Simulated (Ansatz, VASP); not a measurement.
SiO2 (Stishovite) in VASP and in Ansatz

INCAR

```
SYSTEM = SiO2
  PREC = Accurate
  ENCUT = 520
  EDIFF = 1E-6
  ISMEAR = 0
  SIGMA = 0.01
  LREAL = .FALSE.
  LASPH = .TRUE.
  NELM = 100
  ALGO = Normal
  ISIF = 2
  LWAVE = .FALSE.
  LCHARG = .FALSE.
  GGA = PS
  NBANDS = 25
```

File KPOINTS:

```
Automatic mesh
0
G
  4 4 6
  0 0 0
```

The input POSCAR:

```
SiO2
1.0
    4.1492635848      0.0000000000      0.0000000000
    0.0000000000      4.1492635848      0.0000000000
    0.0000000000      0.0000000000      2.6473122127
Si O
2 4
Direct
    0.0000000000      0.0000000000      0.0000000000
    0.5000000000      0.5000000000      0.5000000000
    0.3059000000      0.3059000000      0.0000000000
    0.1941000000      0.8059000000      0.5000000000
    0.6941000000      0.6941000000      0.0000000000
    0.8059000000      0.1941000000      0.5000000000
```

Input for Ansatz:

```yaml
crystal:
  lattice:
    - [4.149263584776719, 0.0, 0.0]
    - [0.0, 4.149263584776719, 0.0]
    - [0.0, 0.0, 2.6473122127084268]
  atoms:
    - { symbol: Si, position: [0.0, 0.0, 0.0] }
    - { symbol: Si, position: [0.5, 0.5, 0.5] }
    - { symbol: O, position: [0.3059, 0.3059, 0.0] }
    - { symbol: O, position: [0.1941, 0.8059, 0.5] }
    - { symbol: O, position: [0.6941, 0.6941, 0.0] }
    - { symbol: O, position: [0.8059, 0.1941, 0.5] }
accuracy: low
basis:
  ecutwfc: 500.0
kpoints:
  mp_grid:
    grid: [4, 4, 6]
hamiltonian:
  xc: pbesol
scf:
  self_checks: low
  occupations:
    method: fixed
output:
  stress: true
```

Alike in both runs: task single point; functional PBEsol; k mesh 4 × 4 × 6; no spin polarisation.

|  | VASP | Ansatz |
| --- | --- | --- |
| version | VASP 6.6.1 | Ansatz 0.2.0 |
| potentials or method | VASP PAW PBE potentials, release 64 (Si, O) | plane waves, PAW |
| plane-wave cutoff (eV) | 520 | 500 |
| occupations | gaussian, width 0.01 eV | fixed |
| valence electrons in the cell | 32 | 32 |

|  | VASP | Ansatz | Ansatz less VASP |
| --- | --- | --- | --- |
| pressure (GPa) | 12.1 | 11.4 | -0.78 |
| largest component of the traceless stress (GPa) | 2.66 | 1.99 | -0.668 |

Caveats: the PAW data sets were made with another functional, which shifts forces and pressure a little (VASP). PBEsol gaps usually lie below the measured ones, often by a third to a half.
